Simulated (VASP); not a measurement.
# How biaxial strain in the (110) plane changes InP (F-43m)

Wanted: the response of InP to biaxial strain in the (110) plane, as a table, with a fit that predicts a row left out.

Program: VASP 6.6.1. Level of theory: LDA; plane waves and PAW (In_d, P), in the first sound run; inputs show where later runs differ. Results are calculated unless marked as measured.

**1. Starting point**

It takes space group F-43m (No. 216, cubic). The conventional cell has a = 5.869 Å, b = 5.869 Å, c = 5.869 Å, α = 90.00°, β = 90.00°, γ = 90.00°. Nearest to In lie 4 P at 2.54 Å. P has 4 In at 2.54 Å nearest. Farther neighbours are not listed.

Structure file:

```cif
data_structure
_symmetry_space_group_name_H-M 'F-43m'
_symmetry_Int_Tables_number 216
_cell_length_a 5.8690
_cell_length_b 5.8690
_cell_length_c 5.8690
_cell_angle_alpha 90.000
_cell_angle_beta 90.000
_cell_angle_gamma 90.000
_cell_volume 202.16
loop_
_atom_site_label
_atom_site_type_symbol
_atom_site_symmetry_multiplicity
_atom_site_Wyckoff_symbol
_atom_site_fract_x
_atom_site_fract_y
_atom_site_fract_z
_atom_site_occupancy
In1 In 4 a 0.00000 0.00000 0.00000 1
P1 P 4 d 0.25000 0.25000 0.75000 1
```

**2. Relax the crystal, LDA**

The series starts from the cell that this level prefers, so that zero strain is near zero stress.

This step took 2 runs in a row; the last is shown.

Level: LDA; plane waves and PAW (In_d, P).

File INCAR:

```
SYSTEM = InP
PREC = Accurate
ENCUT = 450
EDIFF = 1E-07
NELM = 120
ISMEAR = 0
SIGMA = 0.02
LREAL = .FALSE.
ALGO = Normal
GGA = CA
NBANDS = 15
LASPH = .TRUE.
LORBIT = 11
LWAVE = .FALSE.
LCHARG = .FALSE.
KPAR = 16
IBRION = 2
NSW = 40
ISIF = 3
EDIFFG = -0.005
POTIM = 0.4
```

File POSCAR:

```
InP
1.0
    0.0000000000      2.9143007957      2.9143007957
    2.9143007957      0.0000000000      2.9143007957
    2.9143007957      2.9143007957      0.0000000000
In P
1 1
Direct
    0.0000000000      0.0000000000      0.0000000000
    0.2500000000      0.2500000000      0.2500000000
```

File KPOINTS:

```
Automatic mesh
0
Gamma
9 9 9
0 0 0
```

The projector-augmented-wave data sets are In_d and P (LDA family, release 64).

Started as:

```bash
$ mpirun -np 16 vasp_std
```

Log:

```text
[banner, memory and clock lines left out]
running   16 mpi-ranks, on    1 nodes
[...]
|                                                                             |
|           W    W    AA    RRRRR   N    N  II  N    N   GGGG   !!!           |
|           W    W   A  A   R    R  NN   N  II  NN   N  G    G  !!!           |
|           W    W  A    A  R    R  N N  N  II  N N  N  G       !!!           |
|           W WW W  AAAAAA  RRRRR   N  N N  II  N  N N  G  GGG   !            |
|           WW  WW  A    A  R   R   N   NN  II  N   NN  G    G                |
|           W    W  A    A  R    R  N    N  II  N    N   GGGG   !!!           |
|                                                                             |
|     For optimal performance we recommend to set                             |
|       NCORE = 2 up to number-of-cores-per-socket                            |
|     NCORE specifies how many cores store one orbital (NPAR=cpu/NCORE).      |
|     This setting can greatly improve the performance of VASP for DFT.       |
[...]
|     Unfortunately you need to use the default for GW and RPA                |
|     calculations (for HF NCORE is supported but not extensively tested      |
|     yet).                                                                   |
|                                                                             |

 LDA part: xc-table for (Slater(with rela. corr.)+CA(PZ))
 , standard interpolation
 POSCAR, INCAR and KPOINTS ok, starting setup
[...]
entering main loop
       N       E                     dE             d eps       ncg     rms          rms(c)
DAV:   1     0.105700730418E+03    0.10570E+03   -0.77610E+03  1050   0.123E+03
DAV:   2    -0.282393452330E+01   -0.10852E+03   -0.10462E+03  1134   0.290E+02
DAV:   3    -0.992338063219E+01   -0.70994E+01   -0.70669E+01  1421   0.768E+01
DAV:   4    -0.101084350261E+02   -0.18505E+00   -0.18500E+00  1282   0.134E+01
[...]
DAV:  11    -0.967374252881E+01   -0.35849E-05   -0.30430E-05  1617   0.873E-02    0.675E-02
DAV:  12    -0.967374019587E+01    0.23329E-05   -0.51618E-06  1337   0.205E-02    0.122E-02
DAV:  13    -0.967374017367E+01    0.22197E-07   -0.42627E-07  1302   0.357E-03
   1 F= -.96737402E+01 E0= -.96737402E+01  d E =-.967374E+01
[...]
reached required accuracy - stopping structural energy minimisation
```

Run time: 9.8 s. Hardware: 16 MPI ranks of AMD EPYC 7R43, shared host; peak memory 1.9 GiB.

The logs omit lines about the potential files and the build; timing stands in the text.

Parts of OUTCAR (step 2):

```text
  Total       -0.0042519     -0.0042519     -0.0042519      0.0000000      0.0000000      0.0000000
  in kB       -0.1376135     -0.1376135     -0.1376135      0.0000000      0.0000000      0.0000000
  external PRESSURE =      -0.1376135 kB  Pullay stress =       0.0000000 kB

 POSITION                                       TOTAL-FORCE (eV/Angst)
 -----------------------------------------------------------------------------------
      0.00000      0.00000      0.00000        -0.000000     -0.000000     -0.000000
      1.45715      1.45715      1.45715         0.000000      0.000000      0.000000
 -----------------------------------------------------------------------------------
    total drift:                               -0.000000     -0.000000     -0.000000

  FREE ENERGIE OF THE ION-ELECTRON SYSTEM (eV)
  ---------------------------------------------------
  free  energy   TOTEN  =        -9.6737401737 eV

  energy  without entropy=       -9.6737401737  energy(sigma->0) =       -9.67374017

 reached required accuracy - stopping structural energy minimisation

[... 3 further parts left out ...]
[key lines of the parts left out:]
E-fermi :   5.2894
```

Numbers from this step:

| Quantity | Value |
| --- | --- |
| energy(sigma→0) of the program | -9.6737 eV |
| stress, compression positive | -0.01 along [110], -0.01 across it (mean), GPa |
| volume | 49.503 Å³ |
| ionic steps | 1 |

**3. Strain along the normal, LDA**

One member in full: the plane is strained by 2 %, and the strain along the normal is moved by secant steps until the normal stress is under 0.012 GPa or five steps are spent; the atoms relax at each step.

This step took 4 runs, each at a new trial strain with the atoms of the one before; the last is shown.

Level: LDA; plane waves and PAW (In_d, P); cell typed or built by script.

INCAR: that of step 2 with these lines changed.

```diff
@@ -15,7 +15,7 @@
 LCHARG = .FALSE.
-KPAR = 16
-IBRION = 2
-NSW = 40
-ISIF = 3
-EDIFFG = -0.005
-POTIM = 0.4
+KPAR = 4
+IBRION = 1
+NSW = 25
+ISIF = 2
+EDIFFG = -0.004
+POTIM = 0.3
```

File POSCAR:

```
InP
1.0
   -0.0486539100      2.9239329010      2.9725868120
    2.9239329010     -0.0486539100      2.9725868120
    2.8752789910      2.8752789910      0.0000000000
In P
1 1
Direct
    0.9973601498      0.9973601498      0.0026398502
    0.2526398502      0.2526398502      0.2473601498
```

KPOINTS is that of step 2.

Started as:

```bash
$ mpirun -np 4 vasp_std
```

Log:

```text
[banner, memory and clock lines left out]
running    4 mpi-ranks, on    1 nodes
[...]
LDA part: xc-table for (Slater(with rela. corr.)+CA(PZ))
 , standard interpolation
 POSCAR, INCAR and KPOINTS ok, starting setup
[...]
entering main loop
       N       E                     dE             d eps       ncg     rms          rms(c)
DAV:   1     0.106900523999E+03    0.10690E+03   -0.78781E+03  3800   0.121E+03
DAV:   2    -0.254909659805E+01   -0.10945E+03   -0.10500E+03  4030   0.295E+02
DAV:   3    -0.988268898881E+01   -0.73336E+01   -0.72952E+01  4947   0.782E+01
DAV:   4    -0.100783138409E+02   -0.19562E+00   -0.19556E+00  4645   0.139E+01
[...]
DAV:  11    -0.965722804697E+01   -0.45433E-05   -0.25203E-05  5926   0.765E-02    0.539E-02
DAV:  12    -0.965722578156E+01    0.22654E-05   -0.48085E-06  4828   0.215E-02    0.106E-02
DAV:  13    -0.965722576379E+01    0.17778E-07   -0.43046E-07  4737   0.371E-03
   1 F= -.96572258E+01 E0= -.96572258E+01  d E =-.965723E+01
 BRION: g(F)=  0.168E-07 g(S)=  0.000E+00
 reached required accuracy - stopping structural energy minimisation
```

The job ended after 44 s (4 MPI ranks; peak memory 0.65 GiB).

OUTCAR, selected parts (step 3):

```text
  Total       -0.4784774     -0.4784774     -0.7294976      0.4770420      0.0000000      0.0000000
  in kB      -15.0866540    -15.0866540    -23.0014590     15.0413936      0.0000000      0.0000000
  external PRESSURE =     -17.7249223 kB  Pullay stress =       0.0000000 kB

 POSITION                                       TOTAL-FORCE (eV/Angst)
 -----------------------------------------------------------------------------------
      2.87528      2.87528      5.92948         0.000000      0.000000      0.000538
      1.43764      1.43764      1.50199         0.000000      0.000000     -0.000538
 -----------------------------------------------------------------------------------
    total drift:                                0.000017      0.000017     -0.001061

  FREE ENERGIE OF THE ION-ELECTRON SYSTEM (eV)
  ---------------------------------------------------
  free  energy   TOTEN  =        -9.6572257638 eV

  energy  without entropy=       -9.6572257638  energy(sigma->0) =       -9.65722576

[... 1 part as in an earlier step ...]

[... 3 further parts left out ...]
[key lines of the parts left out:]
E-fermi :   5.1427
```

Numbers from this step:

```
energy(sigma→0) of the program : -9.6572 eV
stress, compression positive   : 0.00 along [110], -2.66 across it (mean), GPa
ionic steps                    : 1
```

**4. Band edges, HSE06**

Short lines in KPOINTS_OPT sample the zone centre along and across the normal of the plane, for masses, and the other valleys.

Level: HSE06; plane waves and PAW (In_d, P); cell typed or built by script.

File INCAR:

```
SYSTEM = InP
PREC = Accurate
ENCUT = 450
EDIFF = 1E-06
NELM = 100
ISMEAR = 0
SIGMA = 0.02
LREAL = .FALSE.
ALGO = Normal
LHFCALC = .TRUE.
AEXX = 0.25
GGA = PE
HFSCREEN = 0.2
LASPH = .TRUE.
NBANDS = 14
PRECFOCK = Fast
LWAVE = .FALSE.
LCHARG = .FALSE.
KPAR = 4
```

POSCAR is that of step 3.

File KPOINTS:

```
Automatic mesh
0
Gamma
5 5 5
0 0 0
```

File KPOINTS_OPT:

```
Line mode
6
Line-mode
Reciprocal
  0.00000000   0.00000000   0.00000000
  0.01617913   0.01617913   0.03235826

  0.00000000   0.00000000   0.00000000
 -0.01672668   0.01672668   0.00000000

  0.31000000   0.31000000   0.00000000
  0.50000000   0.50000000   0.00000000

  0.00000000   0.31000000   0.31000000
  0.00000000   0.50000000   0.50000000

  0.45000000   0.45000000   0.45000000
  0.50000000   0.50000000   0.50000000

  0.45000000   0.00000000   0.00000000
  0.50000000   0.00000000   0.00000000

  0.42500000   0.42500000   0.00000000
  0.42461282   0.44826792   0.02288074

  0.50000000   0.50000000   0.50000000
  0.48327332   0.51672668   0.50000000
```

Started as:

```bash
$ mpirun -np 4 vasp_std
```

Log:

```text
[banner, memory and clock lines left out]
running    4 mpi-ranks, on    1 nodes
[...]
|                                                                             |
|               ----> ADVICE to this user running VASP <----                  |
|                                                                             |
|     You enforced a specific xc type in the INCAR file but a different       |
|     [... a line on the potential file left out ...]
|     I HOPE YOU KNOW WHAT YOU ARE DOING!                                     |
|                                                                             |

 LDA part: xc-table for (Slater+PW92), standard interpolation
 found WAVECAR, reading the header
 POSCAR, INCAR and KPOINTS ok, starting setup
[...]
reading WAVECAR
 the WAVECAR file was read successfully
 initial charge from wavefunction
 entering main loop
       N       E                     dE             d eps       ncg     rms          rms(c)
DAV:   1    -0.100253811999E+02   -0.10025E+02   -0.11022E+00   926   0.184E+01    0.383E+00
DAV:   2    -0.100303748803E+02   -0.49937E-02   -0.83841E-02  1050   0.326E+00    0.477E+00
DAV:   3    -0.100259656961E+02    0.44092E-02   -0.80631E-03  1134   0.149E+00    0.333E+00
DAV:   4    -0.100249962013E+02    0.96949E-03   -0.16864E-03  1082   0.571E-01    0.213E+00
[...]
DAV:   8    -0.100247471422E+02    0.62573E-05   -0.37555E-06   918   0.204E-02    0.287E-01
DAV:   9    -0.100247456510E+02    0.14912E-05   -0.11582E-06   654   0.104E-02    0.172E-01
DAV:  10    -0.100247452688E+02    0.38213E-06   -0.66700E-07   606   0.758E-03
   1 F= -.10024745E+02 E0= -.10024745E+02  d E =-.572085E-20
 Start KPOINTS_OPT (optional k-point list driver)
k-point batch [1-27\48]
       N       E                     dE             ncg
DAV:   1     0.915673166616E+03   -0.68103E+04      768
DAV:   2    -0.260315530265E+04   -0.35188E+04      774
DAV:   3    -0.289360300556E+04   -0.29045E+03      960
DAV:   4    -0.290593994543E+04   -0.12337E+02      952
DAV:   5    -0.290632526467E+04   -0.38532E+00     1214
DAV:   6    -0.290633541195E+04   -0.10147E-01     1096
DAV:   7    -0.290633558128E+04   -0.16933E-03     1190
DAV:   8    -0.290633558387E+04   -0.25871E-05      824
DAV:   9    -0.290633558407E+04   -0.20398E-06      828
k-point batch [28-48\48]
       N       E                     dE             ncg
DAV:   1     0.356471177697E+04   -0.10316E+05      600
DAV:   2     0.803400817935E+03   -0.27613E+04      624
DAV:   3     0.594546848636E+03   -0.20885E+03      738
DAV:   4     0.587816565275E+03   -0.67303E+01      770
DAV:   5     0.587541474163E+03   -0.27509E+00      940
DAV:   6     0.587532974281E+03   -0.84999E-02      884
DAV:   7     0.587532834773E+03   -0.13951E-03      928
DAV:   8     0.587532833128E+03   -0.16447E-05      644
DAV:   9     0.587532832911E+03   -0.21751E-06      660
```

Run time: 23 min. Hardware: 4 MPI ranks; peak memory 1.1 GiB; 1.5 h of CPU time.

Parts of OUTCAR (step 4):

```text
  LATTYP: Found a body centered orthorhombic cell.
 ALAT       =     4.0662585447
 B/A-ratio  =     1.0338429141
 C/A-ratio  =     1.4620746710

 Subroutine GETGRP returns: Found  4 space group operations
 (whereof  4 operations were pure point group operations)

The static configuration has the point symmetry C_2v.

 Found     27 irreducible k-points:

   k-points           NKPTS =     27   k-points in BZ     NKDIM =    125   number of bands    NBANDS=     14

   dimension x,y,z NGX =    30 NGY =   30 NGZ =   28
   dimension x,y,z NGXF=    60 NGYF=   60 NGZF=   56

   ENCUT  =  450.0 eV  33.07 Ry    5.75 a.u.   7.21  7.21  7.03*2*pi/ulx,y,z

   NELECT =      18.0000    total number of electrons

  exchange ACFDT corr.  =         0.00000000  see jH, gK, PRB 81, 115126

 E-fermi :   4.9769

 k-point     1 :       0.0000    0.0000    0.0000
  band No.  band energies     occupation
    ...
      5     -11.0512      2.00000
      6      -7.9576      2.00000
      7       4.6309      2.00000
      8       4.6469      2.00000
      9       4.8547      2.00000
     10       6.1469      0.00000
     11       9.4444      0.00000
     12       9.6845      0.00000
     13       9.8352      0.00000
     14      14.2758      0.00000

 k-point     2 :       0.2000   -0.0000    0.0000
  band No.  band energies     occupation
    ...
      5     -11.0502      2.00000
      6      -7.4964      2.00000
      7       1.7888      2.00000
      8       4.2232      2.00000
      9       4.4466      2.00000
     10       7.3929      0.00000
     11      10.1894      0.00000
     12      10.2916      0.00000
     13      10.4036      0.00000
     14      14.0831      0.00000

 POSITION                                       TOTAL-FORCE (eV/Angst)
 -----------------------------------------------------------------------------------
      2.87528      2.87528      5.92948        -0.000000     -0.000000     -0.005750
      1.43764      1.43764      1.50199         0.000000      0.000000      0.005750
 -----------------------------------------------------------------------------------
    total drift:                                0.000020      0.000020     -0.000877

  FREE ENERGIE OF THE ION-ELECTRON SYSTEM (eV)
  ---------------------------------------------------
  free  energy   TOTEN  =       -10.0247452688 eV

  energy  without entropy=      -10.0247452688  energy(sigma->0) =      -10.02474527

[... 1 part as in an earlier step ...]

[... 7 further parts left out ...]
```

This run gave:

| Item | Value |
| --- | --- |
| energy(sigma→0) of the program | -10.0247 eV |

**5. All members**

Hybrid runs start from orbitals of a short LDA run, not shown.

Runs beyond LDA use the data sets made with LDA; this shifts their levels slightly, and their total energies have another zero.

The other members went through these steps as far as the tables show, with the same cutoff and, step by step, the same mesh; 47 runs are not shown. The session took 16 core hours (wall time by ranks) on a shared machine.

```csv
in-plane strain (%),strain along the normal (%),"mean of the two in-plane stresses, tension positive (GPa)",energy above the unstrained row (meV/atom),"gap on the mesh, LDA (eV)"
-2.000,1.553,-2.776,8.576,0.611
-1.500,1.143,-2.071,4.829,0.616
-1.000,0.748,-1.358,2.154,0.616
-0.500,0.361,-0.678,0.548,0.612
0,-0.014,0.009,0.000,0.601
0.500,-0.355,0.695,0.516,0.530
1.000,-0.701,1.357,2.069,0.455
1.500,-1.026,2.013,4.656,0.379
2.000,-1.339,2.656,8.256,0.302
```

Slopes at zero strain, from cubics through all rows: strain ratio -0.723, stress over strain 136 GPa.

Band edges at HSE06, counted from the valence-band top at Γ, with one row partly withheld:

```csv
in-plane strain (%),gap (eV),conduction band at Γ (eV),Δ or X valley along z (eV),Δ or X valley along x (eV),"lowest conduction level at L, [111] (eV)","lowest conduction level at L, [-111] (eV)",second valence level below the top (eV),third valence level below the top (eV)
-2.000,1.636,1.636,2.015,2.240,2.461,2.102,0.053,0.256
-1.500,1.641,1.641,2.122,2.270,2.426,2.164,0.036,0.190
-1.000,?,?,2.215,2.299,2.392,2.222,0.022,0.126
-0.500,1.635,1.635,2.295,2.327,2.358,2.277,0.009,0.060
0,1.621,1.621,2.353,2.352,2.322,2.324,0.000,0.001
0.500,1.543,1.543,2.336,2.319,2.229,2.306,0.051,0.058
1.000,1.462,1.462,2.305,2.285,2.136,2.286,0.104,0.117
1.500,1.378,1.378,2.264,2.252,2.046,2.263,0.156,0.171
2.000,1.292,1.292,2.218,2.220,1.957,2.237,0.208,0.224
```

Conduction masses, in electron masses:

```csv
in-plane strain (%),"conduction mass at Γ, along the strain axis or the normal of the plane","conduction mass at Γ, across the strain axis or in the plane","L [111] mass, longitudinal","L [111] mass, transverse along [1-10]"
-2.000,0.092,0.114,2.125,0.146
-1.500,0.093,0.108,2.084,0.146
-1.000,0.094,0.103,2.050,0.146
-0.500,0.094,0.099,2.016,0.146
0,0.095,0.095,2.011,0.146
0.500,0.094,0.090,1.934,0.145
1.000,0.094,0.086,1.911,0.145
1.500,0.093,0.083,1.895,0.145
2.000,0.092,0.079,1.889,0.144
```

**6. Working out the slope**

The quantity to fit is the conduction level at Γ above the mean of the three top valence levels at HSE06: 1.739, 1.717, 1.658, 1.621, 1.580, 1.535, 1.487, 1.436 eV in the rows shown.

A least-squares parabola through the 8 rows shown, with e the strain in %: E = − 0.008335 e² − 0.07623 e + 1.621 (eV), r.m.s. residual 7.5e-4 eV.

At e = -1 this predicts 1.6887 eV.

**7. The withheld row**

The calculation gives 1.6895 eV, so the prediction is 0.0008 eV too low, within twice the residual of the fit.

**8. Results**

```yaml
ratio_of_normal_to_in_plane_strain: -0.723
biaxial_modulus: 136 GPa
gap_of_the_unstrained_cell_hse06: 1.62 eV
slope_at_zero_strain_of_the_conduction_level_at_gamma_above_the_mean_of_the_three_top_valence_levels_hse06: -76 meV per %
error_of_the_predicted_row: -0.8 meV
```

As a check, the curvature of the energy gives 137 GPa for the same modulus (energy per volume = M × strain²), 0 % from the slope of the stress. At HSE06 the lowest conduction valley is Γ throughout, and the gap runs between 1.29 and 1.64 eV. Hole masses are left out throughout, since the top bands are degenerate or cross in many series; of conduction masses, those of the Γ, L and (for Si and Ge under (001) strain) Δ valleys are kept where they change by under an eighth between rows. HSE06 ran on a coarser mesh than the semilocal levels. Spin-orbit coupling is left out at HSE06, so the valence splittings there lack it. Δ or X levels are the lowest on their line, refined by a parabola unless they lie at X; the gap is read from all points sampled and can differ from the lowest valley by some meV, or by tens of meV where strain moves the valence top off Γ. Temperature, zero-point motion and excitons are left out.

[Lines on the potential files, build, host, timing and source positions are cut from VASP's logs without a mark.]

[Logs are printed without paths, hosts, clocks, repeated set-up lines and the standing remarks that a program may print on its own settings, such as how far it seeks lower states.]

[Hosts, paths, dates, database ids (printed as entryN), source tags and the programs' standing remarks are cut or masked in the printed files.]

[In band tables of VASP the shares of atoms and orbitals are scaled to a sum of 1 inside the atoms' spheres.]
